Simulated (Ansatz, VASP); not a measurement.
ZrH in VASP and in Ansatz

```
Zr H
1.0
     3.24437    0.00000    0.00000
     0.00000    3.24437    0.00000
     0.00000    0.00000    4.98032
Zr H
2 2
Direct
  0.00000 0.50000 0.50000
  0.50000 0.00000 0.00000
  0.50000 0.50000 0.25000
  0.50000 0.50000 0.75000
```

Alike in both runs: functional r2SCAN; k mesh 14 × 14 × 10; occupations gaussian, width 0.1 eV; no spin polarisation.

Ansatz relaxed the structure, and its values are those at the end. VASP's run is a single point on that final structure, the one shown.

|  | VASP | Ansatz |
| --- | --- | --- |
| version | VASP 6.6.1 | Ansatz 0.2.0 |
| potentials or method | VASP PAW PBE potentials, release 64 (Zr_sv, H) | scalar-relativistic, plane waves, PAW |
| plane-wave cutoff (eV) | 520 | 500 |
| valence electrons in the cell | 26 | 26 |

Ansatz gave:

```
gap on the k mesh at the Fermi level (eV) : none
pressure (GPa)                            : 0.0
```

Task: What did VASP give for the same quantities?

Result: gap on the k mesh at the Fermi level (eV): none; pressure (GPa): -0.1.

A gap of «none» marks a metal or a gap that the smearing closes.

Caveats: the PAW data sets were made with another functional, which shifts forces and pressure a little (VASP).
